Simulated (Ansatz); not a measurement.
## TiC under changes of volume

One of the cells (10.158 Å³/atom); the others are scaled copies at fixed shape and fractional positions:

```
Ti C
1.0
     0.00000    2.16572    2.16572
     2.16572    0.00000    2.16572
     2.16572    2.16572    0.00000
Ti C
1 1
Direct
  0.00000 0.00000 0.00000
  0.50000 0.50000 0.50000
```

The cell is a database's computed one.

- Program: Ansatz 0.2.0
- Functional: PBEsol
- Potentials or basis: all-electron LAPW, scalar-relativistic
- Cutoff: 312 eV (chosen from the basis error)
- Basis error allowed: 0.001 eV/atom
- k mesh: 11 × 11 × 11
- Occupations: fermi-dirac, width 0.05 eV
- Spin: no spin polarisation

```tsv
volume (Å³/atom)	energy over the lowest point (meV/atom)	pressure (GPa)
9.548	10.28	10.2
9.752	1.39	3.9
9.955	0.00	-1.7
10.158	?	?
10.361	16.88	-11.3
10.564	33.89	-15.4
10.767	55.86	-19.2
```

**Question.** What does the run at 10.158 Å³/atom give?

**Answer.** Energy over the lowest point 5.39 meV/atom; pressure -6.7 GPa.

Worked out: A Birch-Murnaghan fit of order 3 (a polynomial in V^(-2/3)) to the other rows has its minimum at 9.89 Å³/atom with B0 = V·E''(V) = 268 GPa and B' = 4.0. It gives 5.40 meV/atom at 10.158 Å³/atom, against the run's 5.39, and -dE/dV = -6.7 GPa, against -6.7.

Energies are extrapolated to zero smearing.

The runs don't all hold the same shells in valence.
